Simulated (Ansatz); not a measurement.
# Mo: the cost of one run

Computed with Ansatz 0.2.0 (DFT PBE, scalar-relativistic, plane waves, PAW, unless a step's input says otherwise).

The COD entry's cell or inner coordinates are ideal or old and differ from later refinements, so a difference from it is no clean test against experiment.

1 further run of the same task is left out (set aside as unsound or not needed).

## Step 1: The starting structure

It takes space group Im-3m (No. 229, cubic). Conventional cell: a = 3.160 Å, b = 3.160 Å, c = 3.160 Å, α = 90.00°, β = 90.00°, γ = 90.00°. Around Mo (site symmetry m-3m) lie 8 Mo at 2.74 Å.

As a file:

```
CELL_PARAMETERS angstrom
-1.58022 1.58022 1.58022
1.58022 -1.58022 1.58022
1.58022 1.58022 -1.58022
ATOMIC_POSITIONS crystal
Mo 0.00000 0.00000 0.00000
```

It is the result of an earlier relaxation at this level (volume 15.78 Å³/atom; gap on the mesh: none (metal)).

## Step 2: The reference: the undisturbed cell on the scan's mesh

Contents of input.yaml:

```yaml
crystal:
  lattice:
    - [-1.5802194351, 1.5802194351, 1.5802194351]
    - [1.5802194351, -1.5802194351, 1.5802194351]
    - [1.5802194351, 1.5802194351, -1.5802194351]
  atoms:
    - { symbol: Mo, position: [0.0, 0.0, 0.0] }
basis:
  ecutwfc: 420
kpoints:
  mp_grid: { grid: [16, 16, 16] }
hamiltonian:
  xc: pbe
scf:
  occupations: { method: gaussian, width: 0.15 }
output:
  forces: true
  stress: true
  eigenvalues: true
```

Started as:

```console
> ansatz run input.yaml --threads 1 --pin off --max-ram 2560MiB --backend cpu --events-out ev --progress --plain --runs-dir out
```

Q: Estimate wall time and peak memory on 1 thread of Arm Neoverse V1, shared host.

About 1.7 s, with a peak of 0.28 GiB.
